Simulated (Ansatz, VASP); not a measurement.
**SiO2 (Stishovite) in two plane-wave programs**

One calculation is typed for both programs; each brings its own data sets. How far apart do they land? Of the first pair: The cell is taken from a series of runs on this material, whose earlier steps may have relaxed, scaled, displaced or heated it; both programs get it as it stands.

Main program and level: Ansatz 0.2.0; plane waves, with VASP 6.6.1 beside it; relaxation of cell and atoms at PBEsol with D3(BJ) and relaxation of cell and atoms at BLYP.

## 1. The structure

It takes space group P4_2/mnm (No. 136, tetragonal). Conventional cell: a = 4.177 Å, b = 4.177 Å, c = 2.665 Å, α = 90.00°, β = 90.00°, γ = 90.00°. Nearest to Si lie 6 O at 1.76 to 1.81 Å. Nearest to O lie 3 Si at 1.76 to 1.81 Å. Farther neighbours and most contacts between anions are not listed.

As a file:

```xyz
6
Lattice="4.1773 0.0000 0.0000 0.0000 4.1773 0.0000 0.0000 0.0000 2.6652" Properties=species:S:1:pos:R:3 pbc="T T T"
Si    0.0000    0.0000    0.0000
Si    2.0886    2.0886    1.3326
O     1.2778    1.2778    0.0000
O     0.8108    3.3665    1.3326
O     2.8995    2.8995    0.0000
O     3.3665    0.8108    1.3326
```

## 2. VASP: relaxation of cell and atoms, PBEsol with D3(BJ)

The relaxed volume is the usual yardstick between codes: in a stiff, nearly cubic crystal its relative difference is about their pressure difference at one cell divided by the bulk modulus.

Lines of VASP's logs that name or quote its potential files are left out, and so is its time.

Contents of INCAR:

```
SYSTEM = SiO2
PREC = Accurate
ENCUT = 600
EDIFF = 1E-07
NELM = 120
ISMEAR = 0
SIGMA = 0.02
LREAL = .FALSE.
ALGO = Normal
GGA = PS
IVDW = 12
NBANDS = 22
LORBIT = 11
LWAVE = .FALSE.
LCHARG = .FALSE.
ISIF = 3
IBRION = 2
NSW = 80
EDIFFG = -0.005
LASPH = .TRUE.
GGA_COMPAT = .FALSE.
NELMIN = 4
EFERMI = MIDGAP
KPAR = 2
```

Contents of POSCAR:

```
SiO2
1.0
    4.1773000000      0.0000000000      0.0000000000
    0.0000000000      4.1773000000      0.0000000000
    0.0000000000      0.0000000000      2.6652000000
Si O
2 4
Direct
    0.0000000000      0.0000000000      0.0000000000
    0.5000000000      0.5000000000      0.5000000000
    0.3058999832      0.3058999832      0.0000000000
    0.1941000168      0.8058999832      0.5000000000
    0.6941000168      0.6941000168      0.0000000000
    0.8058999832      0.1941000168      0.5000000000
```

Contents of KPOINTS:

```
Automatic mesh
0
Gamma
6 6 8
0 0 0
```

Potentials, in the order of the species: Si and O (PBE family, release 64).

Launch:

```
> mpirun -np 2 vasp_std
```

Numbers of over 12 decimals in the logs are rounded to 6 here.

What it wrote:

```text
[banner, memory and clock lines left out]
running    2 mpi-ranks, on    1 nodes
 distrk:  each k-point on    1 cores,    2 groups
 distr:  one band on    1 cores,    1 groups

 POSCAR found type information on POSCAR SiO
 POSCAR found :  2 types and       6 ions
|                                                                             |
|               ----> ADVICE to this user running VASP <----                  |
|                                                                             |
|     You enforced a specific xc type in the INCAR file but a different       |
|     [... a line on the potential file left out ...]
|     I HOPE YOU KNOW WHAT YOU ARE DOING!                                     |
|                                                                             |

 LDA part: xc-table for (Slater+PW92), standard interpolation
 POSCAR, INCAR and KPOINTS ok, starting setup
 FFT: planning ... GRIDC
 FFT: planning ... GRID_SOFT
 FFT: planning ... GRID
 WAVECAR not read
 entering main loop
       N       E                     dE             d eps       ncg     rms          rms(c)
DAV:   1     0.162415865787E+03    0.16242E+03   -0.19615E+04  2208   0.158E+03
DAV:   2    -0.455842313173E+02   -0.20800E+03   -0.19898E+03  2826   0.323E+02
DAV:   3    -0.531486892114E+02   -0.75645E+01   -0.75372E+01  2794   0.617E+01
DAV:   4    -0.532030500298E+02   -0.54361E-01   -0.54338E-01  2728   0.597E+00
DAV:   5    -0.532035633026E+02   -0.51327E-03   -0.51322E-03  2740   0.553E-01    0.171E+01
DAV:   6    -0.490247464505E+02    0.41788E+01   -0.14406E+01  2638   0.258E+01    0.816E+00
DAV:   7    -0.489954183431E+02    0.29328E-01   -0.50394E-01  2542   0.464E+00    0.301E+00
DAV:   8    -0.489861552447E+02    0.92631E-02   -0.18371E-02  2638   0.133E+00    0.996E-01
DAV:   9    -0.489862954016E+02   -0.14016E-03   -0.47094E-03  2680   0.670E-01    0.262E-01
DAV:  10    -0.489863935022E+02   -0.98101E-04   -0.31658E-04  2620   0.146E-01    0.366E-02
DAV:  11    -0.489863765414E+02    0.16961E-04   -0.67365E-05  2716   0.610E-02    0.737E-03
DAV:  12    -0.489863766010E+02   -0.59657E-07   -0.53799E-06  2602   0.171E-02    0.322E-03
DAV:  13    -0.489863766011E+02   -0.72760E-10   -0.65010E-07  2686   0.618E-03
   1 F= -.50084870E+02 E0= -.50084870E+02  d E =-.500849E+02
[...]
2 F= -.50085356E+02 E0= -.50085356E+02  d E =-.485658E-03
[...]
3 F= -.50086276E+02 E0= -.50086276E+02  d E =-.140530E-02
[...]
4 F= -.50086672E+02 E0= -.50086672E+02  d E =-.396663E-03
 trial-energy change:   -0.000397  1 .order   -0.000391   -0.000895    0.000113
 step:   0.8109(harm=  0.8078)  dis= 0.00054  next Energy=   -50.086678 (dE=-0.403E-03)
 bond charge predicted
       N       E                     dE             d eps       ncg     rms          rms(c)
DAV:   1    -0.489892992332E+02   -0.32672E-03   -0.11325E-03  2542   0.272E-01    0.311E-02
DAV:   2    -0.489892848118E+02    0.14421E-04   -0.46127E-05  2608   0.523E-02    0.122E-02
DAV:   3    -0.489892819198E+02    0.28920E-05   -0.58917E-06  2662   0.181E-02    0.417E-03
DAV:   4    -0.489892814263E+02    0.49352E-06   -0.10937E-06  2680   0.815E-03    0.119E-03
DAV:   5    -0.489892813558E+02    0.70468E-07   -0.13114E-07  1412   0.283E-03
   5 F= -.50086679E+02 E0= -.50086679E+02  d E =-.403146E-03
 curvature:  -0.48 expect dE=-0.243E-05 dE for cont linesearch -0.112E-07
 trial: gam= 0.01911 g(F)=  0.444E-05 g(S)=  0.648E-06 ort =-0.522E-05 (trialstep = 0.890E+00)
 search vector abs. value=  0.532E-05
 reached required accuracy - stopping structural energy minimisation
```

OUTCAR, selected parts (step 2):

```text
ion  position               nearest neighbor table
   1  0.000  0.000  0.000-   4 1.76   6 1.76   4 1.76   6 1.76   5 1.81   3 1.81
   2  0.500  0.500  0.500-   3 1.76   5 1.76   3 1.76   5 1.76   4 1.81   6 1.81
   3  0.306  0.306  0.000-   2 1.76   2 1.76   1 1.81
   4  0.194  0.806  0.500-   1 1.76   1 1.76   2 1.81
   5  0.694  0.694  0.000-   2 1.76   2 1.76   1 1.81
   6  0.806  0.194  0.500-   1 1.76   1 1.76   2 1.81

  LATTYP: Found a simple tetragonal cell.
 ALAT       =     4.1773000000
 C/A-ratio  =     0.6380197735

 Subroutine GETGRP returns: Found 16 space group operations
 (whereof  8 operations were pure point group operations)

The static configuration has the point symmetry D_2h.
 The point group associated with its full space group is D_4h.

 Found     50 irreducible k-points:

   k-points           NKPTS =     50   k-points in BZ     NKDIM =     50   number of bands    NBANDS=     22

   dimension x,y,z NGX =    36 NGY =   36 NGZ =   24
   dimension x,y,z NGXF=    72 NGYF=   72 NGZF=   48

   ENCUT  =  600.0 eV  44.10 Ry    6.64 a.u.   8.34  8.34  5.32*2*pi/ulx,y,z

   NELECT =      32.0000    total number of electrons

 k-points in reciprocal lattice and weights: Automatic mesh
   0.00000000  0.00000000  0.00000000       0.003
   0.16666667  0.00000000  0.00000000       0.014
   0.33333333  0.00000000  0.00000000       0.014
   0.50000000  0.00000000  0.00000000       0.007
   0.16666667  0.16666667  0.00000000       0.014
   0.33333333  0.16666667  0.00000000       0.028
   0.50000000  0.16666667  0.00000000       0.014
   0.33333333  0.33333333  0.00000000       0.014
   0.50000000  0.33333333  0.00000000       0.014
[...]
0.50000000  0.33333333  0.50000000       0.014
   0.50000000  0.50000000  0.50000000       0.003

 Edisp (eV)   -1.09770

 average (electrostatic) potential at core
       1 -80.8745       2 -80.8745       3 -66.6992       4 -66.6992       5 -66.6992
       6 -66.6992

 E-fermi :  10.9575

 k-point     1 :       0.0000    0.0000    0.0000
  band No.  band energies     occupation
    ...
     12       5.0033      2.00000
     13       5.6634      2.00000
     14       7.2963      2.00000
     15       7.2963      2.00000
     16       8.1887      2.00000
     17      13.7263      0.00000
     18      14.6566      0.00000
     19      16.4558      0.00000
     20      16.4558      0.00000
     21      19.0229      0.00000
    ...

 k-point     2 :       0.1667    0.0000    0.0000
  band No.  band energies     occupation
    ...
     12       5.0686      2.00000
     13       5.7031      2.00000
     14       6.6999      2.00000
     15       7.2482      2.00000
     16       7.9667      2.00000
     17      14.1676      0.00000
     18      14.9096      0.00000
     19      16.5218      0.00000
     20      16.5464      0.00000
     21      19.4757      0.00000
    ...

 k-point     3 :       0.3333    0.0000    0.0000
  band No.  band energies     occupation
    ...
     12       5.2441      2.00000
     13       5.3856      2.00000
     14       5.6523      2.00000
     15       7.1364      2.00000
     16       7.4474      2.00000
     17      15.0918      0.00000
     18      15.5435      0.00000
     19      16.7446      0.00000
     20      16.9058      0.00000
     21      19.4244      0.00000
    ...

 Edisp (eV)   -1.09740

  Total       0.00412     0.00412    -0.00683     0.00000     0.00000     0.00000
  in kB       0.14172     0.14172    -0.23518     0.00000     0.00000     0.00000
  external pressure =        0.02 kB  Pullay stress =        0.00 kB

  energy-cutoff  :      600.00
  volume of cell :       46.55
      direct lattice vectors                 reciprocal lattice vectors
     4.171121470  0.000000000  0.000000000     0.239743677  0.000000000  0.000000000
    -0.000000000  4.171121470  0.000000000    -0.000000000  0.239743677  0.000000000
     0.000000000  0.000000000  2.675487500     0.000000000  0.000000000  0.373763660

 POSITION                                       TOTAL-FORCE (eV/Angst)
 -----------------------------------------------------------------------------------
     -0.00000      0.00000      0.00000        -0.000000      0.000000     -0.000000
      2.08556      2.08556      1.33774         0.000000      0.000000     -0.000000
      1.27376      1.27376      0.00000        -0.003393     -0.003393     -0.000000
      0.81180      3.35932      1.33774         0.003393     -0.003393     -0.000000
      2.89736      2.89736      0.00000         0.003393      0.003393      0.000000
      3.35932      0.81180      1.33774        -0.003393      0.003393     -0.000000
 -----------------------------------------------------------------------------------
    total drift:                                0.000000      0.000000     -0.000000

  FREE ENERGIE OF THE ION-ELECTRON SYSTEM (eV)
  ---------------------------------------------------
  free  energy   TOTEN  =       -50.0866786960 eV

  energy  without entropy=      -50.0866786960  energy(sigma->0) =      -50.08667870

 reached required accuracy - stopping structural energy minimisation

 total charge
# of ion       s       p       d       tot
------------------------------------------
    1        0.591   0.882   0.000   1.473
    2        0.591   0.882   0.000   1.473
    3        1.541   3.677   0.000   5.219
    4        1.541   3.677   0.000   5.219
    5        1.541   3.677   0.000   5.219
    6        1.541   3.677   0.000   5.219
--------------------------------------------------
tot          7.348  16.473   0.000  23.821

[... 3 further parts left out ...]
```

The run keeps the 16 symmetry operations of its start, so it cannot find a distortion of lower symmetry.

## 3. Ansatz: relaxation of cell and atoms, PBEsol with D3(BJ)

Ansatz runs on its default PAW (the set named soft_2) files.

The same cell, functional, mesh and smearing now go to Ansatz.

Contents of input.yaml:

```yaml
crystal:
  lattice:
    - [4.1773, 0.0, 0.0]
    - [0.0, 4.1773, 0.0]
    - [0.0, 0.0, 2.6652]
  atoms:
    - { symbol: Si, position: [0.0, 0.0, 0.0] }
    - { symbol: Si, position: [0.5, 0.5, 0.5] }
    - { symbol: O, position: [0.3059, 0.3059, 0.0] }
    - { symbol: O, position: [0.1941, 0.8059, 0.5] }
    - { symbol: O, position: [0.6941, 0.6941, 0.0] }
    - { symbol: O, position: [0.8059, 0.1941, 0.5] }
kpoints:
  mp_grid: { grid: [6, 6, 8] }
hamiltonian:
  xc: pbesol
  dispersion: d3bj
scf:
  occupations: { method: gaussian, width: 0.02 }
output:
  forces: true
  stress: true
  eigenvalues: true
basis:
  ecutwfc: 420.0
relax:
  adjacent_minimum: "off"
  f_tol: 0.005
  max_steps: 60
  cell: { stress_tol: 0.03 }
```

Launch:

```
> ansatz run input.yaml --threads 4 --pin off --max-ram 16384MiB --backend cpu --events-out ev --progress --plain --runs-dir out
```

What it wrote:

```text
Engine: ansatz 0.2.0, aarch64-unknown-linux-gnu
Pseudopotentials: kind: paw
Pseudopotential: Si, paw, valence charge 4, recommended cutoff 420 eV (normal), Si.paw.azcp
Pseudopotential: O, paw, valence charge 6, recommended cutoff 420 eV (normal), O.paw.azcp
Functional definition: PBEsol
  exchange = pbesol_x
  correlation = pbesol_c
Crystal: 6 atoms, lattice volume = 46.507 Å³
Basis set: ecut = 420 eV, 913 PW (Γ), exchange–correlation on 60×60×36 points (8 copies of the dense FFT grid, shifted against one another)
Bands: 22, of which v1, the nominal top of the filled ones, is band 16 counted from 1 (15 counted from 0)
Symmetry: 16 space group operations
Space group: P42/mnm (ITA 136), of the structure as read, at distance tolerance 3.6e-5 Å
k-points: 50 of 288
Non-local potential: Si, projectors of the file, l = 0: 2, l = 1: 2, l = 2: 2
Non-local potential: O, projectors of the file, l = 0: 2, l = 1: 2, l = 2: 1
PAW form: soft (Blöchl's): semilocal exchange-correlation on the pseudo side does not see the compensation charge
PAW frozen core: Si, regenerated for the run's functional, and the local potential with it (the file was generated under x = pbe(κ = 0.804, μ = 0.219515), c = pbe(β = 0.066725))
PAW frozen core: O, regenerated for the run's functional, and the local potential with it (the file was generated under x = pbe(κ = 0.804, μ = 0.219515), c = pbe(β = 0.066725))
PAW one-centre angular grid: Si, 110 points (default); XC on 64 Gauss nodes
PAW one-centre angular grid: O, 110 points (default); XC on 64 Gauss nodes
Initial density: superposition of atomic densities (neutral atoms: chi_scale 0, normalization atom), corrected by the library's trained network
Initial wavefunctions: pseudopotential atomic-orbital guess
Functional: x = pbesol(κ = 0.804, μ = 0.123457), c = pbesol(β = 0.046)
SCF iter   1: F=—  HF=-3493.931341 eV  |F-HF|=—  |Δ(HF+E_count)|=         —  Δρ=1.42e-2  dr2=6.41e-2  ethr=1.77e-3  ⟨swp⟩=6.3  Hψ=6065  notcnv=0
preconditioner: auto → none  [insulator: Δε(μ)=5.480 eV  Ē_g=18.643 eV  σ=0.020 eV  W_gap=1.00  n_scr=10 (ndim 8)  ℏωp=30.8 eV  f_vac=0.000  D(μ)=0.00/eV (n_scr^D=0)  ε∞_Penn≈3.7]
SCF iter   2: F=—  HF=-3493.912062 eV  |F-HF|=—  |Δ(HF+E_count)|=   1.93e-2  Δρ=4.18e-3  dr2=4.15e-3  ethr=2.00e-4  ⟨swp⟩=2.3  Hψ=2377  notcnv=0  defer=87
SCF iter   3: F=—  HF=-3493.910708 eV  |F-HF|=—  |Δ(HF+E_count)|=   1.35e-3  Δρ=1.18e-3  dr2=1.97e-4  ethr=1.30e-5  ⟨swp⟩=2.0  Hψ=1831  notcnv=0  defer=87
SCF iter   4: F=—  HF=-3493.910711 eV  |F-HF|=—  |Δ(HF+E_count)|=   2.43e-6  Δρ=8.85e-5  dr2=1.12e-6  ethr=6.16e-7  ⟨swp⟩=2.0  Hψ=1813  notcnv=0  defer=87
SCF iter   5: F=—  HF=-3493.910634 eV  |F-HF|=—  |Δ(HF+E_count)|=   7.72e-5  Δρ=1.42e-5  dr2=5.37e-8  ethr=3.51e-9  ⟨swp⟩=2.0  Hψ=1613  notcnv=0  defer=87
SCF iter   6: F=-3493.910634 eV  HF=-3493.910634 eV  |F-HF|=2.15e-10  |Δ(HF+E_count)|=   2.07e-9  Δρ=1.98e-6  dr2=8.35e-10  ethr=1.68e-10  ⟨swp⟩=7.1  Hψ=4881  notcnv=0
SCF 1 converged in 6 iterations: F = -3493.910634 eV  dr2 = 8.35e-10
  greatest PAW one-centre occupation: 0.859 electrons in one spin orbital (limit 2), on the O atom at site 5 (counted from 0), in its partial waves of l = 0
relax step   1: F+E_penalty+E_count = -3493.91063371 eV  Δ(F+E_penalty+E_count) = +0.000e0 eV  max|allowed force component| = 3.677e-2 eV/Å  Δτ_max = 0.0000 Å  P = +0.448 GPa  Ω = 46.507 Å³  (6 SCF iters, dr2 threshold 1.00e-7 eV, accepted)
[...]
relax step   2: F+E_penalty+E_count = -3493.91081306 eV  Δ(F+E_penalty+E_count) = -1.794e-4 eV  max|allowed force component| = 3.654e-2 eV/Å  Δτ_max = 0.0001 Å  P = +0.273 GPa  Ω = 46.524 Å³  energy of the carried Pulay correction = -1.154e-4 eV  (3 SCF iters, dr2 threshold 6.00e-7 eV, accepted)
[...]
relax step   3: F+E_penalty+E_count = -3493.91126778 eV  Δ(F+E_penalty+E_count) = -4.547e-4 eV  max|allowed force component| = 1.301e-3 eV/Å  Δτ_max = 0.0019 Å  P = +0.015 GPa  Ω = 46.519 Å³  energy of the carried Pulay correction = -8.345e-5 eV  (4 SCF iters, dr2 threshold 6.00e-7 eV, accepted)
[...]
relax step   4: F+E_penalty+E_count = -3493.91107502 eV  Δ(F+E_penalty+E_count) = +1.928e-4 eV  max|allowed force component| = 1.380e-3 eV/Å  Δτ_max = 0.0000 Å  P = +0.017 GPa  Ω = 46.519 Å³  stress off target by 3.88e-2 GPa  SCF on the basis re-selected at this cell (its energy is not comparable with the rows above)  (5 SCF iters)
[...]
relax step   5: F+E_penalty+E_count = -3493.91102745 eV  Δ(F+E_penalty+E_count) = +4.758e-5 eV  max|allowed force component| = 5.474e-4 eV/Å  Δτ_max = 0.0000 Å  P = -0.023 GPa  Ω = 46.525 Å³  energy of the carried Pulay correction = -4.839e-5 eV  (4 SCF iters, dr2 threshold 3.77e-9 eV, accepted)
[...]
relax step   6: F+E_penalty+E_count = -3493.91111167 eV  Δ(F+E_penalty+E_count) = -8.422e-5 eV  max|allowed force component| = 5.456e-4 eV/Å  Δτ_max = 0.0000 Å  P = -0.022 GPa  Ω = 46.525 Å³  stress off target by 2.45e-2 GPa  SCF on the basis re-selected at this cell (its energy is not comparable with the rows above)  (5 SCF iters)
basis re-selected at this cell: Δ(F+E_penalty+E_count) = -8.422e-5 eV, ΔP = +0.002 GPa vs the last step (what re-selecting the basis moved, of the pressure what is left beyond the Pulay correction that the steps carried, after the strain that the cell walked since its last selection, with what the two solves' SCF thresholds leave and, on support functions, any second-order correction that the steps lacked; it is no m [...]
SCF converged after 5 iterations
Free energy (F): -3493.911112 eV
Harris-Foulkes:  -3493.911112 eV  (|F-HF|=9.09e-13)
Internal energy: -3493.911112 eV  (E = F + TS)
E sigma→0 (E₀):  -3493.911112 eV
Fermi energy:    13.311009 eV
--- Per-component energies (eV) ---
  E_band       = 63.849936
  E_kinetic    = 812.830097
  E_local      = -1211.890358  (includes V_loc(G=0)·N_el)
  E_nonlocal   = 238.179574
  E_hartree    = 427.440320
  E_xc         = -407.771302
  E_vxc        = -477.540467  (∫ρ·V_xc dr)
  E_paw        = -1611.250082  (= ΣΔE_a)
  E_vpaw       = -152.619625  (= ΣTr[D̂ρ^β])
  E_aug_tail   = 0.010108  (compensation charges beyond the density's cutoff)
  E_ewald      = -1740.565471
  E_disp       = -1.098271  (pairwise vdW)
  E_core_change = 0.204273  (= ΣΔE_core)
  E_smearing   = -0.000000  (= −TS)
  E_closure    = 0.000000  (closes the sum)
  Σ components = -3493.911112   (vs F -3493.911112, Δ=0.00e0)
--- Forces (eV/Å), atoms counted from 1 ---
  atom   1  Si    -0.00000000    -0.00000000     0.00000000
  atom   2  Si    -0.00000000     0.00000000     0.00000000
  atom   3  O      0.00054563     0.00054563     0.00000000
  atom   4  O     -0.00054563     0.00054563     0.00000000
  atom   5  O     -0.00054563    -0.00054563    -0.00000000
  atom   6  O      0.00054563    -0.00054563    -0.00000000
  max |Σ_I F_I| component: 1.73e-18 eV/Å
--- Stress (GPa, compression-positive) ---
       -0.024486      -0.000000      -0.000000
       -0.000000      -0.024486       0.000000
       -0.000000       0.000000      -0.015607
  P = ⅓ Tr σ = -0.0215 GPa (-0.215 kbar)
--- Band table (eV; the first three rows and the last of 50) ---
  k-point 0: bands = [... 12 lower, 8.0165, 9.6416, 9.6416, 10.5344, 16.0876, 17.0449, 18.8563, 18.8563, ... 2 higher]
  k-point 1: bands = [... 12 lower, 7.2997, 9.4868, 9.4868, 10.3378, 16.8185, 18.1508, 19.7542, 19.7542, ... 2 higher]
  k-point 2: bands = [... 12 lower, 6.1157, 8.9994, 8.9994, 9.7143, 17.9692, 20.2666, 20.5187, 21.6530, ... 2 higher]
  k-point 49: bands = [... 12 lower, 8.7666, 8.7666, 8.9554, 8.9554, 17.6257, 17.6257, 21.4097, 21.4097, ... 2 higher]
--- Relaxed structure (4 steps of the walk, 4 accepted, 2 SCFs on fresh bases) ---
  F+E_penalty+E_count = -3493.91111167 eV   max|allowed force component| = 5.456e-4 eV/Å   (the final SCF, on the basis selected at the relaxed cell)
  cell:  # Å, volume = 46.5254 Å³
    - [4.173270, 0, 0]
    - [0, 4.173270, 0]
    - [0, 0, 2.671391]
  atoms:
    - { symbol: Si, position: [0, 0, 0] }
    - { symbol: Si, position: [0.500000, 0.500000, 0.5] }
    - { symbol: O, position: [0.305552, 0.305552, 0] }
    - { symbol: O, position: [0.194448, 0.805552, 0.5] }
    - { symbol: O, position: [0.694448, 0.694448, 0] }
    - { symbol: O, position: [0.805552, 0.194448, 0.5] }
```

## 4. Comparison

Known differences besides the potentials themselves: the cutoff is 420 eV in Ansatz and 600 eV in VASP; Ansatz makes its cores anew for this functional, VASP keeps those of its PBE data sets; Ansatz adds a Pulay correction to the stress that steers its cell, VASP none. Total energies have different zeros and are not compared.

Compared:

| quantity | Ansatz | VASP | difference |
| --- | --- | --- | --- |
| volume (Å³) | 46.53 | 46.55 | -0.05 % |
| edge a after relaxation, in the typed setting (Å) | 4.173 | 4.171 | +0.05 % |
| edge c after relaxation, in the typed setting (Å) | 2.671 | 2.675 | -0.15 % |

[end of part 1 of 2]

[Lines on the potential files, build, host, timing and source positions are cut from VASP's logs without a mark.]

[Logs are printed without paths, hosts, clocks, repeated set-up lines and the standing remarks that a program may print on its own settings, such as how far it seeks lower states.]

[Hosts, paths, dates, database ids (printed as entryN), source tags and the programs' standing remarks are cut or masked in the printed files.]
